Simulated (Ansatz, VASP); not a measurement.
## MgSiN in VASP and in Ansatz

```
Mg Si N
1.0
     3.36298    0.00000    0.00000
     0.00000    3.39797    0.00000
     0.00000    0.00000    3.46887
Mg Si N
1 1 1
Direct
  0.00000 0.00000 0.00000
  0.50000 0.50000 0.50000
  0.50000 0.50000 0.00000
```

Change from the starting cell: species swapped into the ErCoC type (Pmmm, No. 47).

Alike in both runs: task single point; functional PBE; k mesh 6 × 6 × 6; occupations gaussian, width 0.1 eV; no spin polarisation.

|  | VASP | Ansatz |
| --- | --- | --- |
| version | VASP 6.6.1 | Ansatz 0.2.0 |
| potentials or method | VASP PAW PBE potentials, release 64 (Mg, Si, N) | scalar-relativistic, plane waves, PAW |
| plane-wave cutoff (eV) | 520 | 420 |
| valence electrons in the cell | 11 | 19 |

VASP gave:

* gap on the k mesh at the Fermi level (eV): none
* pressure (GPa): -0.3
* largest component of the traceless stress (GPa): 18.43

Task: Estimate Ansatz's values.

Result: gap on the k mesh at the Fermi level (eV): none; pressure (GPa): 0.1; largest component of the traceless stress (GPa): 18.35.

A gap of «none» marks a metal or a gap that the smearing closes. The two sets of potentials don't hold the same shells in valence.
